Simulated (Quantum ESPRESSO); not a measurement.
# Hf under changes of volume

One of the cells (22.380 Å³/atom); the others are scaled copies at fixed shape and fractional positions:

```
Hf
1.0
     3.19670    0.00000    0.00000
    -1.59835    2.76842    0.00000
     0.00000    0.00000    5.05780
Hf
2
Direct
  0.66667 0.33333 0.75000
  0.33333 0.66667 0.25000
```

| Quantity | Value |
| --- | --- |
| Program | Quantum ESPRESSO 7.5 |
| Functional | r2SCAN |
| Potentials or basis | SG15 PBE 1.2 |
| Cutoff | 884 eV |
| Density cutoff | 3537 eV |
| k mesh | 6 × 6 × 3 |
| Occupations | fermi-dirac, width 0.05 eV |
| Spin | no spin polarisation |

```csv
volume (Å³/atom),energy over the lowest point (meV/atom),pressure (GPa)
21.037,0.00,0.9
21.485,0.64,-1.6
21.933,8.02,-3.8
22.380,21.50,-5.9
22.828,40.60,-7.8
23.276,64.78,-9.5
23.723,?,?
```

Task: What does the run at 23.723 Å³/atom give?

Result: Energy over the lowest point 93.60 meV/atom; pressure -11.0 GPa.

Worked out: A Birch-Murnaghan fit of order 3 (a polynomial in V^(-2/3)) to the other rows has its minimum at 21.22 Å³/atom with B0 = V·E''(V) = 121 GPa and B' = 3.5 at fixed shape and positions, which overstates the stiffness. It gives 93.53 meV/atom at 23.723 Å³/atom, against the run's 93.60, and -dE/dV = -11.1 GPa, against -11.0.

Energies are extrapolated to zero smearing.

Caveats: all runs use coarse meshes; the potentials were made for another functional, which shifts forces and pressure.
